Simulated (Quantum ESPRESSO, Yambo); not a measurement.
# P (puckered monolayer): G0W0 on several meshes in Yambo, part 3 of 3

How does the mesh move the gap of P (puckered monolayer)?

Quantum ESPRESSO 7.5 and Yambo 5.3.0; PBE and many-body steps on it, plane waves. Known limits of the many-body steps: not at the basis limit.

So far. Step 11 (Empty states on the mesh, 8×12×1 mesh, 67 bands): On this mesh the gap is 0.908 eV. Step 13 (8×12×1): Against G0W0 in Yambo (4×4×1 mesh, 67 bands, screening to 81.6 eV, Godby-Needs plasmon pole), the gap moves by +0.008 eV.

## (14) Empty states on the mesh, 10×14×1 mesh, 67 bands

This step: Quantum ESPRESSO 7.5; DFT, PBE, plane waves, norm-conserving pseudopotentials.

Input file pw.in:

```
&control
  calculation = 'nscf'
  prefix = 'x'
  outdir = 'o'
  pseudo_dir = 'pseudo'
/
&system
  ibrav = 0
  nat = 4
  ntyp = 1
  ecutwfc = 36.0
  nbnd = 67
  force_symmorphic = .true.
/
&electrons
  conv_thr = 1e-9
  electron_maxstep = 80
  diago_full_acc = .true.
  diago_thr_init = 5e-6
/
ATOMIC_SPECIES
  P 30.974 P.upf
CELL_PARAMETERS angstrom
  4.6271599610 0.0000000000 0.0000000000
  0.0000000000 3.3043513570 0.0000000000
  0.0000000000 0.0000000000 14.0000000000
ATOMIC_POSITIONS crystal
  P 0.0887696193 0.0000000000 0.5752654040
  P 0.4112303807 0.5000000000 0.5752654040
  P 0.5887696193 0.5000000000 0.4247346300
  P 0.9112303807 0.0000000000 0.4247346300
K_POINTS automatic
  10 14 1 0 0 0
```

Started as:

```bash
OMP_NUM_THREADS=1 mpirun -n 8 pw.x -nk 4 -in pw.in > pw.out
```

Log:

```text
[banner, memory and clock lines left out]
Program PWSCF v.7.5 starts

     Atomic positions and unit cell read from directory:
     o/x.save/

     Message from routine setup:
     using ibrav=0 with symmetry is DISCOURAGED, use correct ibrav instead

     bravais-lattice index     =            0
     lattice parameter (alat)  =       8.7441  a.u.
     unit-cell volume          =    1444.5260 (a.u.)^3
     number of atoms/cell      =            4
     number of atomic types    =            1
     number of electrons       =        20.00
[...]
22.5396  22.6205  23.2808

          k = 0.0000 0.1000 0.0000 (  5256 PWs)   bands (ev):

[...]
22.3715  22.4213  22.4996

          k = 0.0000 0.2000 0.0000 (  5276 PWs)   bands (ev):

[...]
16.9648  17.0597  17.3375  18.3126  18.4812  18.5615  18.8804  18.9513
    19.0920  20.3163  20.7648  20.8878  21.1294  21.1701  21.5482  21.6531
    22.1039  22.1904  22.2340

          k = 0.0000 0.3001 0.0000 (  5268 PWs)   bands (ev):

     [... further k-points ...]

     highest occupied, lowest unoccupied level (ev):    -0.7381    0.1695

     XML data file, pseudopotentials, collected wavefunctions
```

Wall time 22 s (8 MPI ranks of Arm Neoverse V2, shared host); peak memory 0.49 GiB.

This step gave:

```yaml
gap: 0.9076 eV
k_of_the_valence_top: 0, 0, 0
k_of_the_conduction_bottom: 0, 0, 0
least_direct_gap: 0.9076 eV
k_points_computed: 48
lowest_point_of_the_top_converged_band_above_the_valence_top: 22.01 eV
```

On this mesh the gap is 0.908 eV.

## (15) Conversion and set-up

This step: Yambo 5.3.0; conversion and set-up on PBE, plane waves, norm-conserving pseudopotentials.

Started as:

```bash
(cd o/x.save; p2y > p2y.log; mv SAVE ../..); yambo > setup.log
```

Log:

```text
 Yambo, version 5.3.0

 [02] CORE Variables Setup
 =========================

  [02.01] Unit cells
  ==================

  Cell kind             :  Unknown
  Atoms in the cell     :  P
  number of P  atoms    :   4

  List of atomic masses
  Mass of P     :  30.97400

  List of atomic coordinates    : [cc]
  P1       :   0.77621   0.00000  15.21932  order 1
  P2       :   3.59583   3.12216  15.21932  order 2
  P3       :   5.14824   3.12216  11.23685  order 3
  P4       :   7.96786   0.00000  11.23685  order 4

  Alat factors          :   8.74407   6.24432  26.45617 [a.u.]
[...]
K/Q-points units:
 rlu = crystal or reduced units; cc = cartesian coordinates; iku = interal k-units

 Q [ 1]         [rlu]:  0.000000  0.000000  0.000000
 Q [ 2]         [rlu]:  0.000000  0.071429  0.000000
 Q [ 3]         [rlu]:  0.000000  0.142857  0.000000
[...]
Q [ 8]         [rlu]:  0.000000 -0.500000  0.000000
 Q [ 9]         [rlu]:  0.100000  0.000000  0.000000
 Q [10]         [rlu]:  0.100000  0.071429  0.000000
     [... 36 further rows ...]
 Q [47]         [rlu]: -0.500000  0.428571  0.000000
 Q [48]         [rlu]: -0.500000 -0.500000  0.000000

  [03.01] X indexes
  =================

   [03.01.01] Sigma indexes
   ========================

 [06] Game Over & Game summary
```

It took 2.6 s on 1 MPI rank; peak memory 0.27 GiB.

## (16) 10×14×1

This step: G0W0 on PBE, plane waves, norm-conserving pseudopotentials.

Input file gw18.in:

```
HF_and_locXC
gw0
dyson
ppa
em1d
rim_cut
rim_w
RandQpts= 3000000
RandGvec= 100 RL
CUTGeo= "slab z"
RandGvecW= 5 RL
EXXRLvcs= 36 Ry
VXCRLvcs= 144 Ry
Chimod= "HARTREE"
% BndsRnXp
 1 | 67 |
%
NGsBlkXp= 6 Ry
% LongDrXp
 1 | 1 | 0 |
%
% GbndRnge
 1 | 67 |
%
DysSolver= "n"
ExtendOut
PPAPntXp= 27.21138 eV
% QPkrange
 1 | 1 | 9 | 12 |
%
```

Started as:

```bash
OMP_NUM_THREADS=2 mpirun -n 4 yambo -F gw18.in -J gw18 -C gw18 > gw18.log
```

Log:

```text
 Yambo, version 5.3.0

 [02] CORE Variables Setup
 =========================

  [... cell, symmetries and grids as in the set-up ...]

  [02.05] Energies & Occupations
  ==============================

  [X] === General ===
  [X] Electronic Temperature                        :  0.000000  0.000000 [eV K]
  [X] Bosonic    Temperature                        :  0.000000  0.000000 [eV K]
  [X] Finite Temperature mode                       : no
  [X] El. density                                   :  0.93433E+23 [cm-3]
[...]
Sc bands terminator                              : no
  Sx RL components                                 :   5277

  QP @ state[ 1 ] K range                          :  1  1
  QP @ state[ 1 ] b range                          :   9  12
  GF energies kind                                 : Perdew, Burke & Ernzerhof(X)+Perdew, Burke & Ernzerhof(C)
  GF WF`s kind                                     : Perdew, Burke & Ernzerhof(X)+Perdew, Burke & Ernzerhof(C)
  Xs energies kind                                 : Perdew, Burke & Ernzerhof(X)+Perdew, Burke & Ernzerhof(C)
  Xs WF`s kind                                     : Perdew, Burke & Ernzerhof(X)+Perdew, Burke & Ernzerhof(C)

 [14] Game Over & Game summary
```

Elapsed: 6 min, on 4 MPI ranks; peak memory 2.9 GiB.

Numbers from this step:

```
G0W0 gap on the points computed              : 1.927 eV
starting gap on the mesh                     : 0.9076 eV
k of the valence top                         : 0, 0, 0
k of the conduction bottom                   : 0, 0, 0
least direct G0W0 gap on the computed points : 1.927 eV
```

Against G0W0 in Yambo (4×4×1 mesh, 67 bands, screening to 81.6 eV, Godby-Needs plasmon pole), the gap moves by −0.004 eV.

## (17) The runs together

Times are wall times on 4 MPI ranks of Arm Neoverse V2, shared host, good to a factor of about two.

```csv
run,mesh,bands,screening cutoff (eV),DFT gap (eV),gap on the mesh (eV),direct (eV),time
4×4×1,4×4×1,67,81.6,0.908,1.932,1.932,32 s
4×6×1,4×6×1,67,81.6,0.908,1.962,1.962,39 s
8×10×1,8×10×1,67,81.6,0.908,1.941,1.941,2.7 min
8×12×1,8×12×1,67,81.6,0.908,1.940,1.940,3.6 min
10×14×1,10×14×1,67,81.6,0.908,1.927,1.927,6 min
```

## (18) Summary of results

```
4×4×1        : 1.932 eV
4×6×1        : 1.962 eV
8×10×1       : 1.941 eV
8×12×1       : 1.940 eV
10×14×1      : 1.927 eV
known limits : not at the basis limit
```

In words: 4×6×1: +0.030 eV against 4×4×1. 8×10×1: +0.009 eV against 4×4×1. 8×12×1: +0.008 eV against 4×4×1. 10×14×1: −0.004 eV against 4×4×1. Bands and cutoff are finite, so the gap is not at the basis limit. The miss can reach some tenths of an eV and take either sign; the mesh is an error of its own. In the G0W0 runs levels were corrected at 1 k point alone, so a gap called «on the mesh» is the least over those, and an edge elsewhere would be missed.

[Paths, hosts, dates, memory and timing lines, banners, echoed tables and standing remarks are left out of the program output.]

[Logs are printed without paths, hosts, clocks, repeated set-up lines and the standing remarks that a program may print on its own settings, such as how far it seeks lower states.]

[Runs of the session that timed out or met a known fault of the program may be left out.]

[Hosts, paths, dates, database ids (printed as entryN), source tags and the programs' standing remarks are cut or masked in the printed files.]
